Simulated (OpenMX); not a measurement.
Runs of OpenMX 3.8.5 on Na. The structure is cubic, space group Im-3m (No. 229). Conventional cell: a = 4.282 Å, b = 4.282 Å, c = 4.282 Å, α = 90.00°, β = 90.00°, γ = 90.00°. Na (site symmetry m-3m) is surrounded by 8 Na at 3.71 Å. 

```tsv
task	level	potentials or basis	k mesh	max SCF cycles	grid points, held for all volumes	gap on the mesh (eV)	pressure (GPa)
single point	PBE+D3(BJ)	OpenMX 2013 PBE set, Na9.0-s3p2d1, grid cutoff 500 Ry	7 × 7 × 7	100	-	none	(b)
single point	PBE	OpenMX 2013 PBE set, Na9.0-s3p2d1, grid cutoff 500 Ry	7 × 7 × 7	100	-	none	(a)
band structure	LDA	OpenMX 2013 LDA set, Na9.0-s3p2d1, grid cutoff 500 Ry	9 × 9 × 9	100	-	-	-1.2
single point	PBE+D4	OpenMX 2013 PBE set, Na9.0-s3p2d1, grid cutoff 500 Ry	7 × 7 × 7	100	-	none	-0.4
single point	PBE+D3	OpenMX 2013 PBE set, Na9.0-s3p2d1, grid cutoff 500 Ry	7 × 7 × 7	100	-	none	-0.5
```

Alike in all rows: no spin polarisation; cell as given; smearing fermi-dirac 0.05 eV.

Q: Estimate the missing entries.

A: (a) -0.3; (b) -0.9.

Caveats: the basis of atomic orbitals isn't converged, which shifts pressures, moduli and gaps; pairwise dispersion overbinds metals, which lowers pressure and volume (some runs).

A gap of «none» marks a metal or a gap under the smearing width.
